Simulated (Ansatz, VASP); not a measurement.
**NaCl in VASP and in Ansatz**

INCAR

```
PREC = Accurate
ENCUT = 520
EDIFF = 1E-6
ISMEAR = 0
SIGMA = 0.02
LREAL = False
LASPH = True
NELM = 80
ALGO = Normal
ISIF = 2
LWAVE = False
LCHARG = True
GGA = PE
LELF = True
LVHAR = True
NBANDS = 14
```

The input KPOINTS:

```
regular mesh
0
Gamma
  8 8 8
```

Contents of POSCAR:

```
NaCl
1.0
    0.0000000000      2.7889731799      2.7889731799
    2.7889731799      0.0000000000      2.7889731799
    2.7889731799      2.7889731799      0.0000000000
Na Cl
1 1
Direct
    0.0000000000      0.0000000000      0.0000000000
    0.5000000000      0.5000000000      0.5000000000
```

Input for Ansatz:

```yaml
crystal:
  lattice:
    - [0.0, 2.7889731018, 2.7889731018]
    - [2.7889731018, 0.0, 2.7889731018]
    - [2.7889731018, 2.7889731018, 0.0]
  atoms:
    - { symbol: Na, position: [0.0, 0.0, 0.0] }
    - { symbol: Cl, position: [0.5, 0.5, 0.5] }
basis:
  ecutwfc: 420
kpoints:
  mp_grid: { grid: [8, 8, 8] }
hamiltonian:
  xc: pbe
scf:
  occupations: { method: gaussian, width: 0.02 }
output:
  forces: true
  stress: true
  eigenvalues: true
```

Alike in both runs: task single point; functional PBE; k mesh 8 × 8 × 8; occupations gaussian, width 0.02 eV; no spin polarisation.

```csv
,VASP,Ansatz
version,VASP 6.6.1,Ansatz 0.2.0
potentials or method,"VASP PAW PBE potentials, release 64 (Na_pv, Cl)","scalar-relativistic, plane waves, PAW"
plane-wave cutoff (eV),520,420
valence electrons in the cell,14,16
```

```csv
,VASP,Ansatz,Ansatz less VASP
gap on the k mesh at the Fermi level (eV),5.24,5.24,0.000
least direct gap on the mesh (eV),5.24,5.24,0.000
pressure (GPa),1.7,1.7,+0.02
```

With one functional, cell and mesh, what is left measures potentials, basis and numerics. The two sets of potentials don't hold the same shells in valence.

As with any semilocal functional, this PBE gap is likely too small.
